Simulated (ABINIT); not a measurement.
# InSe (C2/m) in ABINIT: equation of state

Aim: energy against volume of InSe in PBE, for its equilibrium volume and stiffness.

Program: ABINIT 10.8.3 (patched build). These are calculated values, not measurements. Logs are shortened: lines on timing, memory, paths and dates and some standing lists are left out, and cuts for length are marked. The log counts tension as positive stress, the text compression.

## (1) The structure

It takes space group C2/m (No. 12, monoclinic). Conventional cell: a = 11.653 Å, b = 4.109 Å, c = 5.073 Å, α = 90.00°, β = 109.86°, γ = 90.00°. In (site symmetry m) is surrounded by 3 Se at 2.68 to 2.69 Å and 1 In at 2.80 Å. Se (site symmetry m) has 3 In at 2.68 to 2.69 Å as nearest neighbours.

The cell comes from a database or a generator and needn't be the stable form of this composition.

## (2) Equation of state, PBE

run.abi

```
# Datasets: one volume each
ndtset 7
scalecart1 3*0.9795861087
scalecart2 3*0.9864848297
scalecart3 3*0.9932883884
scalecart4 3*1.0000000000
scalecart5 3*1.0066227096
scalecart6 3*1.0131594038
scalecart7 3*1.0196128224

# Pseudopotentials
pp_dirpath "./"
pseudos "In.GGA_PBE-JTH.xml, Se.GGA_PBE-JTH.xml"

# Structure
acell 11.6748430538 11.6748430538 9.5865738133
rprim
     0.9430779312    -0.3325718204     0.0000000000
     0.9430779312     0.3325718204     0.0000000000
    -0.3396874117     0.0000000000     0.9405383896
ntypat 2
znucl 49 34
natom 4
typat 1 1 2 2
xred
     0.8882032500     0.8882032500     0.0468413600
     0.1117967500     0.1117967500     0.9531586400
     0.6609275900     0.6609275900     0.6689556200
     0.3390724100     0.3390724100     0.3310443800
chkprim 0
chksymtnons 0
tolsym 1.0e-6

# Plane-wave basis
ecut 598.650497 eV
pawecutdg 44.0
pawxcdev 0

# k points
kptopt 1
ngkpt 7 7 6
nshiftk 1
shiftk 0.0 0.0 0.0

# Exchange and correlation
ixc 11

# Bands and occupations
nband 23
occopt 3
tsmear 0.05 eV

# SCF cycle
nstep 100
tolvrs 1.0e-9

# Output
iomode 3
prtwf 0
prtden 0
prteig 0
prtebands 0
enunit 1
```

Potentials or basis: JTH PAW PBE v2.0.

Run with:

```bash
$ mpirun --bind-to none -np 4 abinit run.abi > log 2>&1
```

run.abo:

```text
.Version 10.8.3 of ABINIT
 DATASET    1 : space group C2/m (# 12); Bravais mC (1-face-center monocl.)
================================================================================
 Values of the parameters that define the memory need for DATASET  1.
     intxc =       0    ionmov =       0      iscf =      17    lmnmax =      18
     lnmax =       6     mgfft =      50  mpssoang =       3    mqgrid =    3001
     natom =       4  nloc_mem =       2    nspden =       1   nspinor =       1
    nsppol =       1      nsym =       4    n1xccc =       1    ntypat =       2
    occopt =       3   xclevel =       2
       mpw =        3590          nfft =      100000          nkpt =          88
Pmy_natom=         1
 PAW method is used; the additional fine FFT grid is defined by:
   mgfftf=        72    nfftf =    311040
================================================================================
================================================================================
[... 77 lines left out ...]
================================================================================
 Values of the parameters that define the memory need for DATASET  7.
     intxc =       0    ionmov =       0      iscf =      17    lmnmax =      18
     lnmax =       6     mgfft =      54  mpssoang =       3    mqgrid =    3001
     natom =       4  nloc_mem =       2    nspden =       1   nspinor =       1
    nsppol =       1      nsym =       4    n1xccc =       1    ntypat =       2
    occopt =       3   xclevel =       2
       mpw =        4051          nfft =      131220          nkpt =          88
Pmy_natom=         1
 PAW method is used; the additional fine FFT grid is defined by:
   mgfftf=        72    nfftf =    311040
================================================================================
================================================================================

--------------------------------------------------------------------------------
------------- Echo of variables that govern the present computation ------------
--------------------------------------------------------------------------------
 -outvars: echo values of preprocessed input variables --------
            acell      1.1674843054E+01  1.1674843054E+01  9.5865738133E+00 Bohr
              amu      1.14820000E+02  7.89600000E+01
          chkprim           0
      chksymtnons           0
             ecut      2.20000000E+01 Hartree
           enunit           1
                       outvar_i_n : Printing only first  50 k-points.
              ixc          11
           jdtset        1    2    3    4    5    6    7
                       outvar_i_n : Printing only first  50 k-points.
         kptrlatt        7    0    0      0    7    0      0    0    6
          kptrlen1     5.32484723E+01
          kptrlen2     5.36234739E+01
          kptrlen3     5.39933026E+01
          kptrlen4     5.43581333E+01
          kptrlen5     5.47181314E+01
          kptrlen6     5.50734539E+01
          kptrlen7     5.54242497E+01
            natom           4
            nband          23
           ndtset           7
            ngfft1         50      50      40
            ngfft2         50      50      40
            ngfft3         50      50      45
            ngfft4         50      50      45
            ngfft5         50      50      45
            ngfft6         50      50      45
            ngfft7         54      54      45
          ngfftdg          72      72      60
             nkpt          88
            nstep         100
             nsym           4
           ntypat           2
                       prtocc : prtvol=0, do not print more k-points.
           occopt           3
        pawecutdg      4.40000000E+01 Hartree
         pawxcdev           0
           prtden           0
        prtebands           0
           prteig           0
            prtwf           0
            rprim1     9.2382604083E-01 -3.2578273541E-01  0.0000000000E+00
                       9.2382604083E-01  3.2578273541E-01  0.0000000000E+00
                      -3.3275306980E-01  0.0000000000E+00  9.2133834115E-01
            rprim2     9.3033207235E-01 -3.2807705561E-01  0.0000000000E+00
                       9.3033207235E-01  3.2807705561E-01  0.0000000000E+00
                      -3.3509647848E-01  0.0000000000E+00  9.2782685309E-01
            rprim3     9.3674835842E-01 -3.3033972751E-01  0.0000000000E+00
                       9.3674835842E-01  3.3033972751E-01  0.0000000000E+00
                      -3.3740756173E-01  0.0000000000E+00  9.3422586123E-01
[... 18 lines left out ...]
                       outvars : Printing only first  50 k-points.
           xangst1     1.0059686740E+01  5.9661867201E-17  2.1893399085E-01
                      -3.3283481455E-01  9.1919522061E-18  4.4550120870E+00
                       6.4151930441E+00 -1.0318203347E-16  3.1266624964E+00
                       3.3116588812E+00 -2.7722287991E-18  1.5472835815E+00
           xangst2     1.0130531938E+01  9.8443135849E-18  2.2047583032E-01
                      -3.3517879892E-01  1.3753140219E-18  4.4863864452E+00
                       6.4603719483E+00 -6.3297815505E-17  3.1486819718E+00
                       3.3349811909E+00 -3.9243625670E-17  1.5581803037E+00
           xangst3     1.0200399884E+01 -2.1226672913E-17  2.2199640135E-01
                      -3.3749044991E-01  5.4372418430E-18  4.5173280194E+00
                       6.5049276459E+00 -1.0486044023E-16  3.1703977063E+00
                       3.3579817882E+00 -2.9482564226E-17  1.5689267145E+00
           xangst4     1.0269323595E+01 -9.7851880908E-17  2.2349642253E-01
                      -3.3977085996E-01 -4.2995522156E-17  4.5478514318E+00
                       6.5488811929E+00 -7.5806186705E-17  3.1918199621E+00
                       3.3806715426E+00 -3.8249742088E-17  1.5795278922E+00
           xangst5     1.0337334343E+01 -3.0079730659E-17  2.2497657443E-01
[... 24 lines left out ...]
                      -6.4207387088E-01 -8.1249761514E-17  8.5941936674E+00
                       1.2375591886E+01 -1.4325293152E-16  6.0316655716E+00
                       6.3885433371E+00 -7.2281536934E-17  2.9848751245E+00
            xcart5     1.9534730781E+01 -5.6842452886E-17  4.2514411042E-01
                      -6.4632613967E-01 -8.8341268973E-18  8.6511105163E+00
                       1.2457551837E+01  3.3781832282E-17  6.0716115411E+00
                       6.4308528044E+00 -3.8864546558E-17  3.0046430856E+00
            xcart6     1.9661583235E+01 -2.1537950542E-18  4.2790486380E-01
                      -6.5052318022E-01  1.2353372126E-18  8.7072881322E+00
                       1.2538447297E+01 -3.6826581334E-17  6.1110386945E+00
                       6.4726127586E+00  4.0500412701E-17  3.0241543016E+00
            xcart7     1.9786819626E+01  8.2309837635E-17  4.3063044597E-01
                      -6.5466675168E-01 -2.1091443357E-17  8.7627500615E+00
                       1.2618312171E+01  2.2204349085E-16  6.1499635573E+00
                       6.5138407030E+00  9.1327029502E-18  3.0434169502E+00
             xred      8.8820325000E-01  8.8820325000E-01  4.6841360000E-02
                       1.1179675000E-01  1.1179675000E-01  9.5315864000E-01
                       6.6092759000E-01  6.6092759000E-01  6.6895562000E-01
                       3.3907241000E-01  3.3907241000E-01  3.3104438000E-01
            znucl       49.00000   34.00000

================================================================================

 chkinp: Checking input parameters for consistency, jdtset=   1.

 chkinp: Checking input parameters for consistency, jdtset=   2.
[... 40 lines left out ...]
 getcut: wavevector=  0.0000  0.0000  0.0000  ngfft=  72  72  60
         ecut(hartree)=     44.000   => boxcut(ratio)=   2.10867

--- Pseudopotential description ------------------------------------------------
- pspini: atom type   1  psp file is ./In.GGA_PBE-JTH.xml
 Pseudopotential format is: paw10
 basis_size (lnmax)=  6 (lmn_size= 18), orbitals=   0   0   1   1   2   2
 Spheres core radius: rc_sph= 2.50644782
 Shapefunction is BESSEL type: shapef(r,l)=aa(1,l)*jl(q(1,l)*r)+aa(2,l)*jl(q(2,l)*r)
 Radius for shape functions =  1.40569481
 Compensation charge density is not taken into account in XC energy/potential

- pspini: atom type   2  psp file is ./Se.GGA_PBE-JTH.xml
 Pseudopotential format is: paw10
 basis_size (lnmax)=  4 (lmn_size=  8), orbitals=   0   0   1   1
 Spheres core radius: rc_sph= 2.21132333
 Shapefunction is BESSEL type: shapef(r,l)=aa(1,l)*jl(q(1,l)*r)+aa(2,l)*jl(q(2,l)*r)
 Radius for shape functions =  2.00656599
 Compensation charge density is not taken into account in XC energy/potential

   4.31998359E+03                                ecore*ucvol(ha*bohr**3)
--------------------------------------------------------------------------------

[... 1334 lines left out ...]
-Cartesian components of stress tensor (GPa)         [Pressure= -1.2373E+00 GPa]
- sigma(1 1)=  1.65087809E+00  sigma(3 2)=  0.00000000E+00
- sigma(2 2)=  1.25482575E+00  sigma(3 1)=  3.26277138E-02
- sigma(3 3)=  8.06262233E-01  sigma(2 1)=  0.00000000E+00

== END DATASET(S) ==============================================================
================================================================================

 -outvars: echo values of variables after computation  --------
            acell      1.1674843054E+01  1.1674843054E+01  9.5865738133E+00 Bohr
           etotal1    -1.3530062737E+02
           etotal2    -1.3530301927E+02
           etotal3    -1.3530471306E+02
           etotal4    -1.3530578674E+02
           etotal5    -1.3530630380E+02
           etotal6    -1.3530632691E+02
           etotal7    -1.3530590916E+02
            fcart1     6.8874627767E-03  3.1480731282E-19 -1.8265712330E-03
                      -6.8874627767E-03 -3.1480731282E-19  1.8265712330E-03
                       9.4209859353E-04 -1.7402233094E-19 -1.5042274337E-02
                      -9.4209859353E-04  1.7402233094E-19  1.5042274337E-02
            fcart2     4.7479423830E-03 -3.4820241882E-19 -1.3752708053E-03
                      -4.7479423830E-03  7.8188328782E-19  1.3752708053E-03
                       7.4211644430E-04  6.1847206278E-20 -1.1304850619E-02
                      -7.4211644430E-04 -4.9552807527E-19  1.1304850619E-02
            fcart3     2.8019205067E-03  1.1480333792E-19 -9.3656429871E-04
                      -2.8019205067E-03 -2.2725306540E-19  9.3656429871E-04
[... 66 lines left out ...]
                      -3.3977085996E-01 -4.2995522156E-17  4.5478514318E+00
                       6.5488811929E+00 -7.5806186705E-17  3.1918199621E+00
                       3.3806715426E+00 -3.8249742088E-17  1.5795278922E+00
           xangst5     1.0337334343E+01 -3.0079730659E-17  2.2497657443E-01
                      -3.4202106369E-01 -4.6748186291E-18  4.5779705311E+00
                       6.5922525313E+00  1.7876575774E-17  3.2129584588E+00
                       3.4030607484E+00 -2.0566232337E-17  1.5899886467E+00
           xangst6     1.0404461771E+01 -1.1397392588E-18  2.2643750220E-01
                      -3.4424204190E-01  6.5371230023E-19  4.6076984452E+00
                       6.6350605650E+00 -1.9487787584E-17  3.2338224099E+00
                       3.4251591645E+00  2.1431895419E-17  1.6003135376E+00
           xangst7     1.0470734015E+01  4.3556490280E-17  2.2787981817E-01
                      -3.4643472549E-01 -1.1161111162E-17  4.6370476342E+00
                       6.6773232367E+00  1.1750035511E-16  3.2544205602E+00
                       3.4469760531E+00  4.8328182719E-18  1.6105068922E+00
             xred      8.8820325000E-01  8.8820325000E-01  4.6841360000E-02
                       1.1179675000E-01  1.1179675000E-01  9.5315864000E-01
                       6.6092759000E-01  6.6092759000E-01  6.6895562000E-01
                       3.3907241000E-01  3.3907241000E-01  3.3104438000E-01
 Calculation completed.
```

Wall time 25 min (4 MPI ranks of Intel Xeon Platinum 8259CL at 2.50GHz (Skylake/Cascade Lake), shared host); peak memory 0.96 GiB.

Results:

| Item | Value |
| --- | --- |
| Equilibrium volume | 29.44 Å³/atom |
| Bulk modulus at fixed shape and positions | 46 GPa |
| Pressure derivative of the bulk modulus | 4.9 |

Energy against volume, from the lowest point:
```
volume (Å³/atom)  energy (meV/atom)
          26.846              38.77
          27.417              22.50
          27.988              10.98
          28.559               3.67
          29.131               0.16
          29.702               0.00
          30.273               2.84
```

Caveat: pressures at fixed basis lie under the slope of the energies; the cell was scaled at fixed shape and fractional positions, which overstates the stiffness of a crystal with free parameters, most of all of layers and chains.
